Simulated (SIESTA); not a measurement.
Crystal: AlAu2.

```xyz
3
Lattice="-1.6715 1.6715 4.3991 1.6715 -1.6715 4.3991 1.6715 1.6715 -4.3991" Properties=species:S:1:pos:R:3 pbc="T T T"
Au    0.0000    0.0000    3.0242
Au    0.0000    0.0000    5.7740
Al    0.0000    0.0000    0.0000
```

The cell comes from a database or a generator and needn't be the stable form of this composition.

Base run:

| Item | Value |
| --- | --- |
| Program | SIESTA 5.4.2 |
| Functional | LDA |
| Potentials or basis | PseudoDojo 0.4 standard (LDA files) |
| Basis | DZP (energy shift 0.003 Ry; two zetas on semicore shells) |
| Grid cutoff | 800 Ry |
| Energy shift | 0.003 Ry |
| k mesh | 11 × 11 × 11 |
| Occupations | fermi-dirac, width 0.05 eV |
| Spin | no spin polarisation |

Its results: band gap on the k mesh none (metal or under the smearing width); pressure -5.6 GPa; largest force 0.186 eV/Å.

**Question.** The run is repeated on the same cell with these changes: functional from LDA to PBEsol; potentials or basis from PseudoDojo 0.4 standard (LDA files) to PseudoDojo 0.4 standard (PBEsol files). What comes out?

**Answer.** Band gap on the k mesh none (metal or under the smearing width); pressure -1.8 GPa; largest force 0.211 eV/Å.

Caveats: short orbitals over semicore shells can move pressures by several GPa; the basis of atomic orbitals isn't converged, which shifts pressures, moduli and gaps.

Not every run made on this cell is shown here.
